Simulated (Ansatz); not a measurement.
# P: other elements on the same sites

The task here is to estimate one member of a computed series from the others.

Method: DFT PBEsol, scalar-relativistic, plane waves, PAW, in Ansatz 0.2.0.

2 further runs of the same task are left out: 2 set aside as unsound or not needed.

### The structure to begin with

It takes space group Pm-3m (No. 221, cubic). The conventional cell has a = 2.422 Å, b = 2.422 Å, c = 2.422 Å, α = 90.00°, β = 90.00°, γ = 90.00°. P (site symmetry m-3m) has 6 P at 2.42 Å as nearest neighbours.

Structure file:

```xyz
1
Lattice="2.4216 0.0000 0.0000 0.0000 2.4216 0.0000 0.0000 0.0000 2.4216" Properties=species:S:1:pos:R:3 pbc="T T T"
P     0.0000    0.0000    0.0000
```

This cell was relaxed beforehand with the same method: volume 14.20 Å³/atom, gap on the mesh none (metal).

The first run:

input.yaml

```yaml
crystal:
  lattice:
    - [2.3922077804, 0.0, 0.0]
    - [0.0, 2.3922077804, 0.0]
    - [0.0, 0.0, 2.3922297085]
  atoms:
    - { symbol: S, position: [0.0, 0.0, 0.0] }
basis:
  ecutwfc: 420
kpoints:
  mp_grid: { grid: [8, 8, 8] }
hamiltonian:
  xc: pbesol
scf:
  occupations: { method: gaussian, width: 0.1 }
output:
  forces: true
  stress: true
  eigenvalues: true
```

Run with:

```
ansatz run input.yaml --threads 1 --pin off --max-ram 2560MiB --backend cpu --events-out ev --progress --plain --runs-dir out
```

Among the steps run: Probe: one point at the start (S); Coarse relaxation (S); The relaxation (S).

One table of the session follows, with a row left open; its other results are not shown here.

It belongs to the step «The crystals compared». Lengths are those of the vectors of the cell that was run:

```
  swap  volume (Å³/atom)  a (Å)  b (Å)  c (Å)
  none             14.20  2.422  2.422  2.422
 P → N              6.12  1.829  1.829  1.829
P → Bi             33.44  3.222  3.222  3.222
P → As             19.44  2.689  2.689  2.689
P → Sb             28.69  3.061  3.061  3.061
P → Si                 ?      ?      ?      ?
 P → S             16.37  2.539  2.539  2.539
```

Estimate the missing values for P → Si.

**Answer.** volume (Å³/atom): 15.82; a (Å): 2.510; b (Å): 2.510; c (Å): 2.510. In the column «volume (Å³/atom)» it lies between none (14.20) and P → S (16.37).

Lengths are those of the computed cell. Rows of earlier swaps come from the sessions before.

Limits of these values: The final runs have no spin polarisation, so no magnetic state was tried and one may lie lower. Warnings in the runs' records: near symmetry operations not taken, structure snapped to symmetry.
